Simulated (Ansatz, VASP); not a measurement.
**TiC: VASP beside Ansatz**

```
Ti C
1.0
     0.00000    2.11982    2.11982
     2.11982    0.00000    2.11982
     2.11982    2.11982    0.00000
Ti C
1 1
Direct
  0.00000 0.00000 0.00000
  0.50000 0.50000 0.50000
```

Change from the starting cell: volume scaled by 0.94, ions relaxed.

Alike in both runs: functional PBE; k mesh 18 × 18 × 18; occupations fermi-dirac, width 0.05 eV; no spin polarisation.

Ansatz relaxed the structure, and its values are those at the end. VASP's run is a single point on that final structure, the one shown.

|  | VASP | Ansatz |
| --- | --- | --- |
| version | VASP 6.6.1 | Ansatz 0.2.0 |
| potentials or method | VASP PAW PBE potentials, release 64 (Ti_sv, C) | plane-wave PAW, scalar-relativistic |
| plane-wave cutoff (eV) | 520 | 420 |
| valence electrons in the cell | 16 | 16 |

|  | VASP | Ansatz | Ansatz less VASP |
| --- | --- | --- | --- |
| pressure (GPa) | 18.8 | 18.7 | -0.19 |

Ansatz warned: «stress_scf_threshold_loose».

Caveats: so large a pressure means that the cell lies far from this level's equilibrium, or that cutoff or potentials fall short (VASP).
